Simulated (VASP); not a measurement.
Set up this calculation in VASP 6.6.1, as an ASE script.

```yaml
Task: equation of state
Functional: PBE
Dispersion: D4
Potentials_or_basis: VASP PAW PBE potentials, release 64 (Y_sv)
Cutoff: 520 eV
k_mesh: 9 × 9 × 9
Occupations: methfessel-paxton, width 0.2 eV
Spin: no spin polarisation
Further_INCAR_settings: ALGO = Normal; EDIFF = 1.00e-07
```

The structure of Y lies in Y.cif:

```cif
data_Y
_cell_length_a 5.10398212
_cell_length_b 5.10398212
_cell_length_c 5.10398212
_cell_angle_alpha 90.00000000
_cell_angle_beta 90.00000000
_cell_angle_gamma 90.00000000
_space_group_name_H-M_alt 'Fm-3m'
_space_group_name_Hall '-F 4 2 3'
_space_group_IT_number 225
loop_
_space_group_symop_operation_xyz
'x,y,z'
'-x,-y,-z'
'-y,x,z'
'y,-x,-z'
'-x,-y,z'
'x,y,-z'
'y,-x,z'
'-y,x,-z'
'x,-y,-z'
'-x,y,z'
'-y,-x,-z'
'y,x,z'
'-x,y,-z'
'x,-y,z'
'y,x,-z'
'-y,-x,z'
'z,x,y'
'-z,-x,-y'
'z,-y,x'
'-z,y,-x'
'z,-x,-y'
'-z,x,y'
'z,y,-x'
'-z,-y,x'
'-z,x,-y'
'z,-x,y'
'-z,-y,-x'
'z,y,x'
'-z,-x,y'
'z,x,-y'
'-z,y,x'
'z,-y,-x'
'y,z,x'
'-y,-z,-x'
'x,z,-y'
'-x,-z,y'
'-y,z,-x'
'y,-z,x'
'-x,z,y'
'x,-z,-y'
'-y,-z,x'
'y,z,-x'
'-x,-z,-y'
'x,z,y'
'y,-z,-x'
'-y,z,x'
'x,-z,y'
'-x,z,-y'
'x,y+1/2,z+1/2'
'-x,-y+1/2,-z+1/2'
'-y,x+1/2,z+1/2'
'y,-x+1/2,-z+1/2'
'-x,-y+1/2,z+1/2'
'x,y+1/2,-z+1/2'
'y,-x+1/2,z+1/2'
'-y,x+1/2,-z+1/2'
'x,-y+1/2,-z+1/2'
'-x,y+1/2,z+1/2'
'-y,-x+1/2,-z+1/2'
'y,x+1/2,z+1/2'
'-x,y+1/2,-z+1/2'
'x,-y+1/2,z+1/2'
'y,x+1/2,-z+1/2'
'-y,-x+1/2,z+1/2'
'z,x+1/2,y+1/2'
'-z,-x+1/2,-y+1/2'
'z,-y+1/2,x+1/2'
'-z,y+1/2,-x+1/2'
'z,-x+1/2,-y+1/2'
'-z,x+1/2,y+1/2'
'z,y+1/2,-x+1/2'
'-z,-y+1/2,x+1/2'
'-z,x+1/2,-y+1/2'
'z,-x+1/2,y+1/2'
'-z,-y+1/2,-x+1/2'
'z,y+1/2,x+1/2'
'-z,-x+1/2,y+1/2'
'z,x+1/2,-y+1/2'
'-z,y+1/2,x+1/2'
'z,-y+1/2,-x+1/2'
'y,z+1/2,x+1/2'
'-y,-z+1/2,-x+1/2'
'x,z+1/2,-y+1/2'
'-x,-z+1/2,y+1/2'
'-y,z+1/2,-x+1/2'
'y,-z+1/2,x+1/2'
'-x,z+1/2,y+1/2'
'x,-z+1/2,-y+1/2'
'-y,-z+1/2,x+1/2'
'y,z+1/2,-x+1/2'
'-x,-z+1/2,-y+1/2'
'x,z+1/2,y+1/2'
'y,-z+1/2,-x+1/2'
'-y,z+1/2,x+1/2'
'x,-z+1/2,y+1/2'
'-x,z+1/2,-y+1/2'
'x+1/2,y,z+1/2'
'-x+1/2,-y,-z+1/2'
'-y+1/2,x,z+1/2'
'y+1/2,-x,-z+1/2'
'-x+1/2,-y,z+1/2'
'x+1/2,y,-z+1/2'
'y+1/2,-x,z+1/2'
'-y+1/2,x,-z+1/2'
'x+1/2,-y,-z+1/2'
'-x+1/2,y,z+1/2'
'-y+1/2,-x,-z+1/2'
'y+1/2,x,z+1/2'
'-x+1/2,y,-z+1/2'
'x+1/2,-y,z+1/2'
'y+1/2,x,-z+1/2'
'-y+1/2,-x,z+1/2'
'z+1/2,x,y+1/2'
'-z+1/2,-x,-y+1/2'
'z+1/2,-y,x+1/2'
'-z+1/2,y,-x+1/2'
'z+1/2,-x,-y+1/2'
'-z+1/2,x,y+1/2'
'z+1/2,y,-x+1/2'
'-z+1/2,-y,x+1/2'
'-z+1/2,x,-y+1/2'
'z+1/2,-x,y+1/2'
'-z+1/2,-y,-x+1/2'
'z+1/2,y,x+1/2'
'-z+1/2,-x,y+1/2'
'z+1/2,x,-y+1/2'
'-z+1/2,y,x+1/2'
'z+1/2,-y,-x+1/2'
'y+1/2,z,x+1/2'
'-y+1/2,-z,-x+1/2'
'x+1/2,z,-y+1/2'
'-x+1/2,-z,y+1/2'
'-y+1/2,z,-x+1/2'
'y+1/2,-z,x+1/2'
'-x+1/2,z,y+1/2'
'x+1/2,-z,-y+1/2'
'-y+1/2,-z,x+1/2'
'y+1/2,z,-x+1/2'
'-x+1/2,-z,-y+1/2'
'x+1/2,z,y+1/2'
'y+1/2,-z,-x+1/2'
'-y+1/2,z,x+1/2'
'x+1/2,-z,y+1/2'
'-x+1/2,z,-y+1/2'
'x+1/2,y+1/2,z'
'-x+1/2,-y+1/2,-z'
'-y+1/2,x+1/2,z'
'y+1/2,-x+1/2,-z'
'-x+1/2,-y+1/2,z'
'x+1/2,y+1/2,-z'
'y+1/2,-x+1/2,z'
'-y+1/2,x+1/2,-z'
'x+1/2,-y+1/2,-z'
'-x+1/2,y+1/2,z'
'-y+1/2,-x+1/2,-z'
'y+1/2,x+1/2,z'
'-x+1/2,y+1/2,-z'
'x+1/2,-y+1/2,z'
'y+1/2,x+1/2,-z'
'-y+1/2,-x+1/2,z'
'z+1/2,x+1/2,y'
'-z+1/2,-x+1/2,-y'
'z+1/2,-y+1/2,x'
'-z+1/2,y+1/2,-x'
'z+1/2,-x+1/2,-y'
'-z+1/2,x+1/2,y'
'z+1/2,y+1/2,-x'
'-z+1/2,-y+1/2,x'
'-z+1/2,x+1/2,-y'
'z+1/2,-x+1/2,y'
'-z+1/2,-y+1/2,-x'
'z+1/2,y+1/2,x'
'-z+1/2,-x+1/2,y'
'z+1/2,x+1/2,-y'
'-z+1/2,y+1/2,x'
'z+1/2,-y+1/2,-x'
'y+1/2,z+1/2,x'
'-y+1/2,-z+1/2,-x'
'x+1/2,z+1/2,-y'
'-x+1/2,-z+1/2,y'
'-y+1/2,z+1/2,-x'
'y+1/2,-z+1/2,x'
'-x+1/2,z+1/2,y'
'x+1/2,-z+1/2,-y'
'-y+1/2,-z+1/2,x'
'y+1/2,z+1/2,-x'
'-x+1/2,-z+1/2,-y'
'x+1/2,z+1/2,y'
'y+1/2,-z+1/2,-x'
'-y+1/2,z+1/2,x'
'x+1/2,-z+1/2,y'
'-x+1/2,z+1/2,-y'
loop_
_atom_site_label
_atom_site_type_symbol
_atom_site_symmetry_multiplicity
_atom_site_Wyckoff_symbol
_atom_site_fract_x
_atom_site_fract_y
_atom_site_fract_z
_atom_site_occupancy
Y1 Y 4 a 0.0000000000 0.0000000000 0.0000000000 1
```

This isn't the form of Y at room conditions, which is hcp.

These files were run (other wordings do the same):

run.py

```python
from ase.calculators.vasp import Vasp
from ase.eos import EquationOfState
from ase.io import Trajectory
from ase.io import read
from ase.units import GPa

atoms = read('Y.cif', primitive_cell=True, subtrans_included=False)
calc = Vasp(
    directory='calc',
    xc='pbe',
    pp='PBE',
    setups='recommended',
    prec='Accurate',
    encut=520,
    ediff=1e-07,
    ismear=1,
    sigma=0.2,
    lreal=False,
    lasph=True,
    nelm=100,
    algo='Normal',
    isif=2,
    lwave=False,
    lcharg=False,
    ivdw=13,
    kpts=[9, 9, 9],
    gamma=True,
)
atoms.calc = calc
cell = atoms.cell.copy()
volumes, energies = [], []
traj = Trajectory('eos.traj', 'w')
for x in [0.94, 0.96, 0.98, 1.0, 1.02, 1.04, 1.06]:
    atoms.set_cell(cell * x ** (1 / 3), scale_atoms=True)
    volumes.append(atoms.get_volume())
    energies.append(atoms.get_potential_energy())
    traj.write(atoms)
    print(f'{x:5.2f} {volumes[-1]:12.5f} {energies[-1]:14.6f}')

v0, e0, B = EquationOfState(volumes, energies, eos='birchmurnaghan').fit()
print(f'V0 = {v0:.4f} A^3, E0 = {e0:.6f} eV, B = {B / GPa:.2f} GPa')
```

Potentials or basis: VASP PAW PBE potentials, release 64 (Y_sv).

The run is started by

```console
$ python run.py
```

It gave:

| Item | Value |
| --- | --- |
| Equilibrium volume | 31.46 Å³/atom |
| Bulk modulus | 41 GPa |
| Pressure derivative of the bulk modulus | 2.8 |

It took 100 s on 1 thread of Intel(R) Xeon(R) Platinum 8259CL CPU @ 2.50GHz (Skylake/Cascade Lake) (shared host), peak memory 0.17 GiB.
